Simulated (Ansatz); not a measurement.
# AlCo: the cost of one run

Method: DFT PBEsol, scalar-relativistic, plane waves, PAW, in Ansatz 0.2.0.

3 further runs of the same task are left out: 3 set aside as unsound or not needed. Runs told in other sessions of the task aren't counted.

**1. The structure to begin with**

The structure is cubic, space group Pm-3m (No. 221). The conventional cell has a = 2.823 Å, b = 2.823 Å, c = 2.823 Å, α = 90.00°, β = 90.00°, γ = 90.00°. Around Al (site symmetry m-3m) lie 8 Co at 2.44 Å. Co (site symmetry m-3m) has 8 Al at 2.44 Å in its first shell of neighbours.

Coordinates:

```
CELL_PARAMETERS angstrom
-2.82259 0.00000 0.00000
0.00000 2.82259 2.82259
0.00000 2.82259 -2.82259
ATOMIC_POSITIONS crystal
Al 0.00000 0.00000 0.00000
Al 0.00000 0.50000 0.50000
Co 0.50000 0.50000 0.00000
Co 0.50000 0.00000 0.50000
```

It goes back to an entry of the Materials Project.

It is built from the cell relaxed beforehand with the same method (11.24 Å³/atom).

**2. Zero of energy**

The cell is repeated 2 times, 4 atoms in all. The reference gives a free energy of -11237.5558 eV, pressure 0.04 GPa, largest force 0.000 eV/Å and gap on the mesh none (metal). It was computed beforehand with the settings of the runs below.

**3. Setting up a frozen normal mode**

Mode 8 of the phonon run on this cell, counted from the lowest, is frozen in: each atom moves by x times its row below, so x is the largest displacement.

```
atom     ux     uy      uz
 Al1  0.000  0.000   1.000
 Al2  0.000  0.000   1.000
 Co3  0.000  0.000  -0.458
 Co4  0.000  0.000  -0.458
```

**4. Point x = -0.200 Å**

File input.yaml:

```yaml
crystal:
  lattice:
    - [-2.822585536, 0.0, 0.0]
    - [0.0, 2.822585536, 2.822585536]
    - [0.0, 2.822585536, -2.822585536]
  atoms:
    - { symbol: Al, position: [0.0, -0.03542851, 0.03542851] }
    - { symbol: Al, position: [0.0, 0.46457149, 0.53542851] }
    - { symbol: Co, position: [0.5, 0.5162203275, -0.0162203275] }
    - { symbol: Co, position: [0.5, 0.0162203275, 0.4837796725] }
basis:
  ecutwfc: 420
kpoints:
  mp_grid: { grid: [22, 16, 16] }
hamiltonian:
  xc: pbesol
scf:
  occupations: { method: gaussian, width: 0.15 }
output:
  forces: true
  stress: true
  eigenvalues: true
```

Started as:

```console
> ansatz run input.yaml --threads 2 --pin off --max-ram 5120MiB --backend cpu --events-out ev --progress --plain --runs-dir out
```

Q: Estimate wall time and peak memory on 2 threads of Intel Xeon Platinum 8259CL at 2.50GHz (Skylake/Cascade Lake), shared host.

About 46 s, with a peak of 1.1 GiB.
